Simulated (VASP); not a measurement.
Output of a VASP run:

### OUTCAR
```
 ion  position               nearest neighbor table
   1  0.000  0.000  0.000-   2 2.65   2 2.65   2 2.65   2 2.65
   2  0.250  0.250  0.250-   1 2.65   1 2.65   1 2.65   1 2.65
  LATTYP: Found a face centered cubic cell.
 ALAT       =     6.1204425024
 Subroutine PRICEL returns:
 Original cell was already a primitive cell.
 Subroutine GETGRP returns: Found 24 space group operations
The static configuration has the point symmetry T_d .
The dynamic configuration has the point symmetry T_d .
 Subroutine INISYM returns: Found 24 space group operations
 Subroutine IBZKPT returns following result:
 Found     84 irreducible k-points:

 Following reciprocal coordinates:
            Coordinates               Weight
  0.000000  0.000000  0.000000      1.000000
  0.076923  0.000000  0.000000      8.000000
  0.153846  0.000000  0.000000      8.000000
  0.230769  0.000000  0.000000      8.000000
  0.307692  0.000000  0.000000      8.000000
  0.384615  0.000000  0.000000      8.000000
  0.461538  0.000000  0.000000      8.000000
  0.076923  0.076923  0.000000      6.000000
  0.153846  0.076923  0.000000     24.000000
  0.230769  0.076923  0.000000     24.000000
  0.307692  0.076923  0.000000     24.000000
  0.384615  0.076923  0.000000     24.000000
  0.461538  0.076923  0.000000     24.000000
 -0.461538  0.076923  0.000000     24.000000
 -0.384615  0.076923  0.000000     24.000000
 -0.307692  0.076923  0.000000     24.000000
 -0.230769  0.076923  0.000000     24.000000
 -0.153846  0.076923  0.000000     24.000000
 -0.076923  0.076923  0.000000     12.000000
  0.153846  0.153846  0.000000      6.000000
  0.230769  0.153846  0.000000     24.000000
  0.307692  0.153846  0.000000     24.000000
  0.384615  0.153846  0.000000     24.000000
  0.461538  0.153846  0.000000     24.000000
 -0.461538  0.153846  0.000000     24.000000
 -0.384615  0.153846  0.000000     24.000000
 -0.307692  0.153846  0.000000     24.000000
 -0.230769  0.153846  0.000000     24.000000
 -0.153846  0.153846  0.000000     12.000000
  0.230769  0.230769  0.000000      6.000000
  0.307692  0.230769  0.000000     24.000000
  0.384615  0.230769  0.000000     24.000000
  0.461538  0.230769  0.000000     24.000000
 -0.461538  0.230769  0.000000     24.000000
 -0.384615  0.230769  0.000000     24.000000
 -0.307692  0.230769  0.000000     24.000000
 -0.230769  0.230769  0.000000     12.000000
  0.307692  0.307692  0.000000      6.000000
  0.384615  0.307692  0.000000     24.000000
  0.461538  0.307692  0.000000     24.000000
   k-points           NKPTS =     84   k-points in BZ     NKDIM =     84   number of bands    NBANDS=     24
   number of dos      NEDOS =   1001   number of ions     NIONS =      2
   total plane-waves  NPLWV =  21952
   dimension x,y,z NGX =    28 NGY =   28 NGZ =   28
   dimension x,y,z NGXF=    56 NGYF=   56 NGZF=   56
   ions per type =               1   1
   PREC   = accura    normal or accurate (medium, high low for compatibility)
   ISTART =      0    job   : 0-new  1-cont  2-samecut
   ICHARG =      2    charge: 1-file 2-atom 10-const
   ISPIN  =      1    spin polarized calculation?
   LNONCOLLINEAR =      F non collinear calculations
   LSORBIT =      F    spin-orbit coupling
   INIWAV =      1    electr: 0-lowe 1-rand  2-diag
   ENCUT  =  400.0 eV  29.40 Ry    5.42 a.u.   7.06  7.06  7.06*2*pi/ulx,y,z
   NELM   =    100;   NELMIN=  2; NELMDL= -5     # of ELM steps
   EDIFF  = 0.1E-06   stopping-criterion for ELM
   LREAL  =      F    real-space projection
   NLSPLINE    = F    spline interpolate recip. space projectors
   LMAXMIX     =    4 max onsite mixed and CHGCAR
   VOSKOWN=      0    Vosko Wilk Nusair interpolation
   EDIFFG = 0.1E-05   stopping-criterion for IOM
   NSW    =      0    number of steps for IOM
   NBLOCK =      1;   KBLOCK =      1    inner block; outer block
   IBRION =     -1    ionic relax: 0-MD 1-quasi-New 2-CG
...
```

File OSZICAR:
```
       N       E                     dE             d eps       ncg     rms          rms(c)
DAV:   1     0.128016402310E+02    0.12802E+02   -0.20238E+03  4032   0.192E+02
DAV:   2    -0.866224141527E+01   -0.21464E+02   -0.20540E+02  4928   0.505E+01
DAV:   3    -0.943503325405E+01   -0.77279E+00   -0.76941E+00  5224   0.852E+00
DAV:   4    -0.944215942055E+01   -0.71262E-02   -0.71257E-02  4704   0.965E-01
DAV:   5    -0.944225873245E+01   -0.99312E-04   -0.99311E-04  5240   0.112E-01    0.361E+00
DAV:   6    -0.932777705535E+01    0.11448E+00   -0.71978E-02  4864   0.553E-01    0.217E+00
DAV:   7    -0.928410434771E+01    0.43673E-01   -0.72918E-02  4992   0.599E-01    0.373E-01
DAV:   8    -0.928352071491E+01    0.58363E-03   -0.60946E-03  4632   0.207E-01    0.191E-01
DAV:   9    -0.928357486213E+01   -0.54147E-04   -0.26092E-04  5200   0.450E-02    0.524E-02
DAV:  10    -0.928356924811E+01    0.56140E-05   -0.30789E-05  4640   0.125E-02    0.261E-02
DAV:  11    -0.928357069820E+01   -0.14501E-05   -0.26324E-06  5264   0.462E-03    0.157E-02
DAV:  12    -0.928357041705E+01    0.28115E-06   -0.66749E-07  4600   0.196E-03    0.166E-03
DAV:  13    -0.928357043782E+01   -0.20767E-07   -0.45569E-08  4368   0.567E-04
   1 F= -.92835704E+01 E0= -.92835704E+01  d E =-.106047E-26
 imaginary and real dielectric function
```

File OUTCAR:
```
------------------------ aborting loop because EDIFF is reached ----------------------------------------
  FORCE on cell =-STRESS in cart. coord.  units (eV):
  Direction    XX          YY          ZZ          XY          YZ          ZX
  --------------------------------------------------------------------------------------
  Total        0.0013177      0.0013177      0.0013177      0.0000000      0.0000000      0.0000000
  in kB        0.0368322      0.0368322      0.0368322      0.0000000      0.0000000      0.0000000
  external PRESSURE =       0.0368322 kB  Pullay stress =       0.0000000 kB
  volume of cell :       57.32
      direct lattice vectors                 reciprocal lattice vectors
     0.000000000  3.060221251  3.060221251    -0.163386879  0.163386879  0.163386879
     3.060221251  0.000000000  3.060221251     0.163386879 -0.163386879  0.163386879
     3.060221251  3.060221251  0.000000000     0.163386879  0.163386879 -0.163386879
 POSITION                                       TOTAL-FORCE (eV/Angst)
 -----------------------------------------------------------------------------------
      0.00000      0.00000      0.00000        -0.000000     -0.000000     -0.000000
      1.53011      1.53011      1.53011         0.000000      0.000000      0.000000
 -----------------------------------------------------------------------------------
    total drift:                                0.000000      0.000000      0.000000
  FREE ENERGIE OF THE ION-ELECTRON SYSTEM (eV)
  ---------------------------------------------------
  free  energy   TOTEN  =        -9.2835704378 eV

  energy  without entropy=       -9.2835704378  energy(sigma->0) =       -9.28357044

 plasma frequency squared (from intraband transitions) (eV^2)
  --------------------------------------------------------------------------------------
       0.000       0.000      -0.000
       0.000       0.000       0.000
       0.000       0.000       0.000

 plasma frequency squared (from interband transitions, int dw w eps(2)(w)) (eV^2)
  --------------------------------------------------------------------------------------
     192.429       0.000       0.000      -0.000       0.000      -0.000
       0.000       0.000     192.429       0.000      -0.000       0.000
       0.000       0.000      -0.000      -0.000     192.429       0.000
```
(Selected blocks of OUTCAR.)

POSCAR:
```
AlSb
1
   -0.0000000000     3.0602212512     3.0602212512
    3.0602212512     0.0000000000     3.0602212512
    3.0602212512     3.0602212512     0.0000000000
Al Sb
1 1
Direct
  0.0000000000   0.0000000000   0.0000000000
  0.2500000000   0.2500000000   0.2500000000
```

Question: Reconstruct the remaining input files.

Answer: This is not unique; one that fits is the input of the run itself, LDA (Ceperley-Alder, Perdew-Zunger), plane waves, VASP's LDA PAW potentials (set 64).

KPOINTS:
```
Automatic mesh
0
Gamma
13 13 13
0 0 0
```

INCAR:
```
ISMEAR = 0
NEDOS = 1001   # DOS grid
LCHARG = F
EDIFF = 1E-7   # SCF stop (eV)
PREC = Accurate
LOPTICS = T
LREAL = F
CSHIFT = 0.1
ENCUT = 400   # plane-wave cut-off (eV)
SIGMA = 0.01   # width (eV)
LASPH = T
ALGO = Normal   # blocked Davidson
NBANDS = 24
NELM = 100   # most electronic steps
SYSTEM = AlSb
LWAVE = F
LMAXMIX = 4   # l cut-off of mixed one-centre charges
```

POTCAR, in this order: Al Sb (LDA.64 set). Program: vasp_std.

The compound is AlSb in the zinc blende structure. It was relaxed first.
